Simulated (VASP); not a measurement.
# MgO, energy along a vibration (SMASS = -2): which settings are enough?

MgO, atoms displaced along the mode, 2 atoms in the cell. LDA, energy along a line of displacements; PAW potentials Mg, O (LDA set). VASP 6.6.1.

Wanted: harmonic frequency within 1 %.

Mode: optical mode at Gamma along x.

POSCAR of the starting run:
```
MgO
1.0
    0.0000000000      2.0970013927      2.0970013927
    2.0970013927      0.0000000000      2.0970013927
    2.0970013927      2.0970013927      0.0000000000
Mg O
1 1
Direct
    0.0075719190     -0.0075719190     -0.0075719190
    0.4884970628      0.5115029372      0.5115029372

    0.0079391624   0.0000000000   0.0000000000
   -0.0120608376   0.0000000000   0.0000000000
```

The series start from k mesh: 6 × 6 × 6; Cutoff (eV): 520; Step along the mode (Å): 0.02; Electronic threshold (eV): 1e-7; Precision and projection: Accurate, reciprocal space. Each series keeps the choices made before it, and each single choice may use up half of a tolerance.

## k mesh

| k mesh | Harmonic frequency (THz) | Time (s) |
|---|---|---|
| 3 × 3 × 3 | 11.53 | 3.4 |
| 4 × 4 × 4 | 11.67 | 4.8 |
| 5 × 5 × 5 | 11.7 | 6.7 |
| 6 × 6 × 6 | 11.7 | 10 |
| 8 × 8 × 8 (reference) | 11.7 | 20 |
| 10 × 10 × 10 | crashed | 67 |

Chosen: 4 × 4 × 4, the loosest value from which every tighter one stays within half of the tolerance (runs without a result left aside).

VASP's message at the runs that stop: ERROR in subspace rotation PDSYEVX/ PZHEEVX: I2,IFAIL= 1 3.

## Cutoff (eV)

| Cutoff (eV) | Harmonic frequency (THz) | Time (s) |
|---|---|---|
| 280 | 11.57 | 2.4 |
| 340 | 11.72 | 3.6 |
| 400 | 11.66 | 4.2 |
| 460 | 11.67 | 4.9 |
| 520 | 11.67 | 4.8 |
| 600 (reference) | 11.68 | 5.1 |

Chosen: 340, the loosest value from which every tighter one stays within half of the tolerance.

## Electronic threshold (eV)

| Electronic threshold (eV) | Harmonic frequency (THz) | Time (s) |
|---|---|---|
| 0.001 | 11.71 | 3.0 |
| 0.0001 | 11.71 | 3.1 |
| 1e-5 | 11.71 | 3.3 |
| 1e-6 | 11.71 | 3.4 |
| 1e-7 | 11.71 | 3.8 |
| 1e-8 (reference) | 11.71 | 4.3 |

Chosen: 0.001.

## Precision and projection

| Precision and projection | Harmonic frequency (THz) | Time (s) |
|---|---|---|
| Accurate, reciprocal space | 11.71 | 3.0 |
| Normal, reciprocal space | 11.75 | 2.3 |
| Normal, Auto | 11.75 | 2.7 |

Chosen: Normal, reciprocal space; it saves 0.7 s of 3.0, so Accurate, reciprocal space would do nearly as well.

Also changed on the way, by series that aren't shown: Step along the mode (Å): 0.04.

## All choices together

| Input | Harmonic frequency (THz) | Time (s) |
|---|---|---|
| defaults on a coarse mesh (naive) | 11.68 | 1.5 |
| chosen settings | 11.75 | 2.3 |
| reference settings throughout | 11.74 | 24 |

The tolerance is met.

## The input

INCAR:
```
GGA = CA
PREC = Normal
ENCUT = 340
EDIFF = 0.001
ALGO = Normal
LREAL = F
LASPH = T
ISMEAR = 0
SIGMA = 0.03
ISYM = 0
LWAVE = F
LCHARG = F
IBRION = 0
SMASS = -2
POTIM = 1
NSW = 9
NELMIN = 4
KPAR = 2
```

KPOINTS:
```
Automatic mesh
0
Gamma
  4 4 4
  0 0 0
```

POSCAR:
```
MgO
1.0
    0.0000000000      2.0970013927      2.0970013927
    2.0970013927      0.0000000000      2.0970013927
    2.0970013927      2.0970013927      0.0000000000
Mg O
1 1
Direct
    0.0151438380     -0.0151438380     -0.0151438380
    0.4769941257      0.5230058743      0.5230058743

    0.0158783247   0.0000000000   0.0000000000
   -0.0241216753   0.0000000000   0.0000000000
```

Commands:
```
cat potpaw_LDA.64/Mg/POTCAR potpaw_LDA.64/O/POTCAR > POTCAR
mpirun -np 2 vasp_std > vasp.out
```

The naive input happens to agree within the tolerance here, in 1.5 s.

Limits: NELMIN = 4 forces that many electronic steps, so a loose EDIFF looks better here than it is.

The chosen input took VASP 6.6.1 2.3 s on 2 cores (Intel Xeon 6975P-C (Granite Rapids)), a shared host.

## An input that fails: electronic threshold far too loose

It runs to its end, but against the unchanged starting input it is off by 34 % in the harmonic frequency.

Changes against the starting input:
```
- EDIFF = 1e-07
- NELMIN = 4
+ EDIFF = 0.1
```
